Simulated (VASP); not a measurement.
# Al (Fm-3m) in VASP: further runs

One crystal, Al, is run at these levels: r2SCAN; tasks: relaxation of cell and atoms, vibrations by finite differences.

Everything below comes from runs of VASP 6.6.1. Logs are shortened: lines on timing, memory, paths and dates and some standing lists are left out, and cuts for length are marked.

## (1) The structure

Symmetry: Fm-3m, No. 225, cubic system. The conventional cell has a = 4.050 Å, b = 4.050 Å, c = 4.050 Å, α = 90.00°, β = 90.00°, γ = 90.00°. Around Al (site symmetry m-3m) lie 12 Al at 2.86 Å.

## (2) Relaxation of cell and atoms, r2SCAN

Input file INCAR:

```
SYSTEM = Al
PREC = Accurate ; ENCUT = 520
EDIFF = 1E-7 ; ISMEAR = 0
SIGMA = 0.1 ; LREAL = .FALSE.
LASPH = .TRUE. ; NELM = 80
ALGO = Normal ; ISIF = 3
LWAVE = .FALSE. ; LCHARG = .FALSE.
METAGGA = R2SCAN ; LMIXTAU = .TRUE.
IBRION = 2 ; NSW = 80
EDIFFG = -0.002
```

Input file KPOINTS:

```
regular mesh
0
G
  18 18 18
  0 0 0
```

Input file POSCAR:

```
Al
1.0
    0.0000000000      2.0248050000      2.0248050000
    2.0248050000      0.0000000000      2.0248050000
    2.0248050000      2.0248050000      0.0000000000
Al
1
Direct
    0.0000000000      0.0000000000      0.0000000000
```

Potentials or basis: VASP PAW PBE potentials, release 64 (Al).

The run is started by

```console
> cat potpaw_PBE.64/Al/POTCAR > POTCAR
> mpirun -np 1 vasp_std > vasp.out
```

OUTCAR:

```text
SYSTEM = Al
   PREC = Accurate
   ENCUT = 520
   EDIFF = 1E-7
   ISMEAR = 0
   LREAL = .FALSE.
   LASPH = .TRUE.
   NELM = 80
   ISIF = 3
   METAGGA = R2SCAN
   IBRION = 2
   NSW = 80
   EDIFFG = -0.002

 ion  position               nearest neighbor table
   1  0.000  0.000  0.000-

  LATTYP: Found a face centered cubic cell.
 ALAT       =     4.0496100000

  Lattice vectors:

 A1 = (   0.0000000000,   2.0248050000,   2.0248050000)
 A2 = (   2.0248050000,   0.0000000000,   2.0248050000)
 A3 = (   2.0248050000,   2.0248050000,   0.0000000000)

Analysis of symmetry for initial positions (statically):
=====================================================================
 Subroutine PRICEL returns:
 Original cell was already a primitive cell.

 Routine SETGRP: Setting up the symmetry group for a
 face centered cubic supercell.

 Subroutine GETGRP returns: Found 48 space group operations
 (whereof 48 operations were pure point group operations)
 out of a pool of 48 trial point group operations.

The static configuration has the point symmetry O_h .

Analysis of symmetry for dynamics (positions and initial velocities):
=====================================================================
 Subroutine PRICEL returns:
 Original cell was already a primitive cell.

 Routine SETGRP: Setting up the symmetry group for a
 face centered cubic supercell.

 Subroutine GETGRP returns: Found 48 space group operations
 (whereof 48 operations were pure point group operations)
 out of a pool of 48 trial point group operations.

The dynamic configuration has the point symmetry O_h .

 Subroutine INISYM returns: Found 48 space group operations
 (whereof 48 operations are pure point group operations),
 and found     1 'primitive' translations

----------------------------------------------------------------------------------------

                                     Primitive cell

  volume of cell :      16.6027

  direct lattice vectors                    reciprocal lattice vectors
     0.000000000  2.024805000  2.024805000    -0.246937359  0.246937359  0.246937359
     2.024805000  0.000000000  2.024805000     0.246937359 -0.246937359  0.246937359
     2.024805000  2.024805000  0.000000000     0.246937359  0.246937359 -0.246937359

  length of vectors
     2.863506692  2.863506692  2.863506692     0.427708053  0.427708053  0.427708053

  position of ions in fractional coordinates (direct lattice)
     0.000000000  0.000000000  0.000000000

  ion indices of the primitive-cell ions
   primitive index   ion index
                 1           1

----------------------------------------------------------------------------------------

 KPOINTS: regular mesh

Automatic generation of k-mesh.
 Grid dimensions read from file:
 generate k-points for:   18   18   18

 Generating k-lattice:

  Cartesian coordinates                     Fractional coordinates (reciprocal lattice)
    -0.013718742  0.013718742  0.013718742     0.055555556  0.000000000  0.000000000
     0.013718742 -0.013718742  0.013718742     0.000000000  0.055555556  0.000000000
     0.013718742  0.013718742 -0.013718742     0.000000000  0.000000000  0.055555556

  Length of vectors
     0.023761558  0.023761558  0.023761558

  Shift w.r.t. Gamma in fractional coordinates (k-lattice)
     0.000000000  0.000000000  0.000000000

 Subroutine IBZKPT returns following result:
 ===========================================

 Found    195 irreducible k-points:

 Following reciprocal coordinates:
            Coordinates               Weight
  0.000000  0.000000  0.000000      1.000000
  0.055556  0.000000  0.000000      8.000000
  0.111111  0.000000  0.000000      8.000000
  0.166667  0.000000  0.000000      8.000000
  0.222222  0.000000  0.000000      8.000000
  0.277778  0.000000  0.000000      8.000000
[... 16 lines left out ...]
 -0.277778  0.055556  0.000000     24.000000
 -0.222222  0.055556  0.000000     24.000000
 [... further k-points ...]
   k-points           NKPTS =    195   k-points in BZ     NKDIM =    195   number of bands    NBANDS=      5
   number of dos      NEDOS =    301   number of ions     NIONS =      1
   total plane-waves  NPLWV =  13824
   dimension x,y,z NGX =    24 NGY =   24 NGZ =   24
   dimension x,y,z NGXF=    48 NGYF=   48 NGZF=   48
   ions per type =               1
   NGX,Y,Z   is equivalent  to a cutoff of  13.93, 13.93, 13.93 a.u.
   NGXF,Y,Z  is equivalent  to a cutoff of  27.87, 27.87, 27.87 a.u.
 SYSTEM =  Al
   PREC   = accura    normal or accurate (medium, high low for compatibility)
   ISTART =      0    job   : 0-new  1-cont  2-samecut
   ICHARG =      2    charge: 1-file 2-atom 10-const
   ISPIN  =      1    spin polarized calculation?
   LNONCOLLINEAR =      F non collinear calculations
   LSORBIT =      F    spin-orbit coupling
   LASPH  =      T    aspherical Exc in radial PAW
   ENCUT  =  520.0 eV  38.22 Ry    6.18 a.u.   5.32  5.32  5.32*2*pi/ulx,y,z
   NELM   =     80;   NELMIN=  2; NELMDL= -5     # of ELM steps
   EDIFF  = 0.1E-06   stopping-criterion for ELM
   LREAL  =      F    real-space projection
   EDIFFG = -.2E-02   stopping-criterion for IOM
   NSW    =     80    number of steps for IOM
   IBRION =      2    ionic relax: 0-MD 1-quasi-New 2-CG
   NFREE  =      1    steps in history (QN), initial steepest desc. (CG)
   ISIF   =      3    stress and relaxation
   ISYM   =      2    0-nonsym 1-usesym 2-fastsym
   POTIM  = 0.5000    time-step for ionic-motion
   TEBEG  =    0.0;   TEEND  =   0.0 temperature during run
   PSTRESS=    0.0 pullay stress
   NELECT =       3.0000    total number of electrons
   NUPDOWN=      -1.0000    fix difference up-down
   EMIN   =  10.00;   EMAX   =-10.00  energy-range for DOS
   EFERMI =   0.00;   METHOD = LEGACY
   ISMEAR =     0;   SIGMA  =   0.10  broadening in eV -4-tet -1-fermi 0-gaus
   EFERMI_NEDOS =   21; number of points for ismear=-14 and -15
   IALGO  =     38    algorithm
   IMIX   =      4    mixing-type and parameters
     AMIX     =   0.40;   BMIX     =  1.00
     AMIX_MAG =   1.60;   BMIX_MAG =  1.00
  volume/ion in A,a.u.               =      16.60       112.04
  Fermi-wavevector in a.u.,A,eV,Ry     =   0.925526  1.748991 11.654733  0.856599
  Thomas-Fermi vector in A             =   2.051390
   LORBIT       =      0    0 simple, 1 ext, 2 COOP (PROOUT), +10 PAW based schemes
   METAGGA = R2SCAN    functional components
   LHFCALC =     F    Hartree Fock is set to
   AEXX    =    0.0000 exact exchange contribution
   IVDW    =     0    specifies the selected vdW correction
   LEPSILON=     F    determine dielectric tensor
   LRPA    =     F    only Hartree local field effects (RPA)
 conjugate gradient relaxation of ions
 non-spin polarized calculation
 Gauss-broadening in eV      SIGMA  =   0.10
  energy-cutoff  :      520.00
  volume of cell :       16.60
 maximum number of plane-waves:       459
 NGX is ok and might be reduce to    24
   NGX = 11   NGY = 11   NGZ = 11

--------------------------------------- Ionic step        1  -------------------------------------------

 number of electron       3.0000000 magnetization

 Free energy of the ion-electron system (eV)
  ---------------------------------------------------
  ext. energy  EPLUGINS =         0.00000000
  ---------------------------------------------------
  free energy    TOTEN  =        -6.72737798 eV

  energy without entropy =       -6.72458455  energy(sigma->0) =       -6.72598126

------------------------ aborting loop because EDIFF is reached ----------------------------------------

  FORCE on cell =-STRESS in cart. coord.  units (eV):
  Direction    XX          YY          ZZ          XY          YZ          ZX
  --------------------------------------------------------------------------------------
  -------------------------------------------------------------------------------------
  Total       -0.4009075     -0.4009075     -0.4009075     -0.0000000     -0.0000000     -0.0000000
  in kB      -38.6879034    -38.6879034    -38.6879034     -0.0000000     -0.0000000     -0.0000000
  external PRESSURE =     -38.6879034 kB  Pullay stress =       0.0000000 kB
[... 86 lines left out ...]
  FREE ENERGIE OF THE ION-ELECTRON SYSTEM (eV)
  ---------------------------------------------------
  free  energy   TOTEN  =        -6.7370519422 eV

  energy  without entropy=       -6.7345377185  energy(sigma->0) =       -6.73579483

[... ionic steps 4 to 14 ...]

--------------------------------------- Ionic step       15  -------------------------------------------

 number of electron       3.0000000 magnetization

------------------------ aborting loop because EDIFF is reached ----------------------------------------

  FORCE on cell =-STRESS in cart. coord.  units (eV):
  Direction    XX          YY          ZZ          XY          YZ          ZX
  --------------------------------------------------------------------------------------
  -------------------------------------------------------------------------------------
  Total       -0.0035706     -0.0035706     -0.0035706      0.0000000     -0.0000000      0.0000000
  in kB       -0.3608594     -0.3608594     -0.3608594      0.0000000     -0.0000000      0.0000000
  external PRESSURE =      -0.3608594 kB  Pullay stress =       0.0000000 kB
[... 55 lines left out ...]
  energy  without entropy=       -6.7345326212  energy(sigma->0) =       -6.73579171

--------------------------------------- Ionic step       17  -------------------------------------------

 number of electron       3.0000000 magnetization

 Free energy of the ion-electron system (eV)
  ---------------------------------------------------
  ext. energy  EPLUGINS =         0.00000000
  ---------------------------------------------------
  free energy    TOTEN  =        -6.73705195 eV

  energy without entropy =       -6.73453621  energy(sigma->0) =       -6.73579408

 E-fermi :   8.4488     XC(G=0): -11.0572

 val. band max:        8.4407323768   @ k =  -0.3333   0.4444   0.1111
 cond. band min:       8.4902841010   @ k =  -0.3333   0.3889   0.0556
 fundamental gap:      0.0495517242
 Fermi energy:         8.4487521131

 k-point     1 :       0.0000    0.0000    0.0000
  band No.  band energies     occupation
      1      -3.6829      2.00000
      2      21.9984      0.00000
      3      21.9984      0.00000
      4      21.9984      0.00000
      5      24.2328      0.00000

 k-point     2 :       0.0556    0.0000    0.0000
  band No.  band energies     occupation
      1      -3.5913      2.00000
      2      20.4690      0.00000
      3      21.7448      0.00000
      4      21.7448      0.00000
      5      24.6331      0.00000
[... 169 lines left out ...]
 k-point    24 :      -0.2222    0.0556    0.0000
  band No.  band energies     occupation
      1      -1.8933      2.00000
      2      12.6217      0.00000
      3      18.6120      0.00000
      4      21.6920      0.00000
      5      23.6343      0.00000

 [... further k-points ...]

------------------------ aborting loop because EDIFF is reached ----------------------------------------

  FORCE on cell =-STRESS in cart. coord.  units (eV):
  Direction    XX          YY          ZZ          XY          YZ          ZX
  --------------------------------------------------------------------------------------
  -------------------------------------------------------------------------------------
  Total        0.0018425      0.0018425      0.0018425     -0.0000000     -0.0000000      0.0000000
  in kB        0.1863062      0.1863062      0.1863062     -0.0000000     -0.0000000      0.0000000
  external PRESSURE =       0.1863062 kB  Pullay stress =       0.0000000 kB
[... 16 lines left out ...]
  FREE ENERGIE OF THE ION-ELECTRON SYSTEM (eV)
  ---------------------------------------------------
  free  energy   TOTEN  =        -6.7370519538 eV

  energy  without entropy=       -6.7345362057  energy(sigma->0) =       -6.73579408

 reached required accuracy - stopping structural energy minimisation
```

It took 4.2 min on 1 thread of Intel Xeon Platinum 8488C (Sapphire Rapids), shared host; peak memory 0.15 GiB.

What came out:

```
Free energy                            : -6.7371 eV
Relaxed volume                         : 15.84 Å³/atom
Relaxed cell                           : a = 2.819 Å, b = 2.819 Å, c = 2.819 Å, α = 60.00°, β = 60.00°, γ = 60.00°
Space group after relaxing (to 0.05 Å) : Fm-3m (No. 225)
Energy gained by relaxing              : 9.7 meV/atom
Ionic steps                            : 17
Pressure after relaxing                : 0.0 GPa
Band gap on the k mesh                 : none (metal or under the smearing width)
```

Step by step:
```
step  energy change (eV)  largest force (eV/Å)  pressure (GPa)  volume (Å³)
   1              0.0000                0.0000           -3.87        16.60
   2             -0.0090                0.0000            1.15        15.66
   3             -0.0097                0.0000            0.04        15.84
   4             -0.0097                0.0000           -0.05        15.86
   5             -0.0097                0.0000           -0.05        15.86
   6             -0.0097                0.0000           -0.05        15.86
   7             -0.0097                0.0000           -0.05        15.86
   8             -0.0097                0.0000           -0.05        15.86
   9             -0.0097                0.0000           -0.05        15.86
  10             -0.0097                0.0000           -0.05        15.86
  11             -0.0097                0.0000           -0.05        15.86
  12             -0.0097                0.0000           -0.05        15.86
  13             -0.0097                0.0000           -0.04        15.86
  14             -0.0097                0.0000           -0.04        15.85
  15             -0.0097                0.0000           -0.04        15.85
  16             -0.0097                0.0000           -0.02        15.85
  17             -0.0097                0.0000            0.02        15.84
```

Final structure:
```yaml
crystal:
  lattice:
    - [0.00000, 1.99351, 1.99351]
    - [1.99351, 0.00000, 1.99351]
    - [1.99351, 1.99351, 0.00000]
  atoms:
    - { symbol: Al, position: [0.00000, 0.00000, 0.00000] }
```

Levels at points of the mesh, in eV from the Fermi level:
```
           k point  band 1  band 2  band 3  band 4  band 5
(0.00, 0.00, 0.00)  -12.13   13.55   13.55   13.55   15.78
(0.50, 0.00, 0.00)   -5.17   -4.59   12.27   12.27   12.77
(0.50, 0.50, 0.00)   -3.26   -1.67    5.47    6.20    6.20
```

Caveat: the PAW data sets were made with another functional, which shifts forces and pressure a little.

[end of part 1 of 2]
